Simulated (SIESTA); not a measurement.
MgS (Niningerite):

```xyz
2
Lattice="0.0000 2.6016 2.6016 2.6016 0.0000 2.6016 2.6016 2.6016 0.0000" Properties=species:S:1:pos:R:3 pbc="T T T"
S     2.6016    2.6016    2.6016
Mg    0.0000    0.0000    0.0000
```

Base run:

- Program: SIESTA 5.4.2
- Functional: LDA
- Potentials or basis: PseudoDojo 0.4 standard (LDA files)
- Basis: DZP (energy shift 0.003 Ry; two zetas on semicore shells)
- Grid cutoff: 800 Ry
- Energy shift: 0.003 Ry
- k mesh: 9 × 9 × 9
- Occupations: fermi-dirac, width 0.05 eV
- Spin: no spin polarisation

Its results: band gap on the k mesh 2.63 eV, indirect (least direct gap 3.57 eV); pressure -0.9 GPa.

Task: The run is repeated on the same cell with these changes: functional from LDA to PBEsol; potentials or basis from PseudoDojo 0.4 standard (LDA files) to PseudoDojo 0.4 standard (PBEsol files). What comes out?

Result: Band gap on the k mesh 2.78 eV, indirect (least direct gap 3.68 eV); pressure 1.2 GPa.

Caveats: the mesh misses the band edges, which the band path finds closer together; the basis of atomic orbitals isn't converged, which shifts pressures, moduli and gaps.
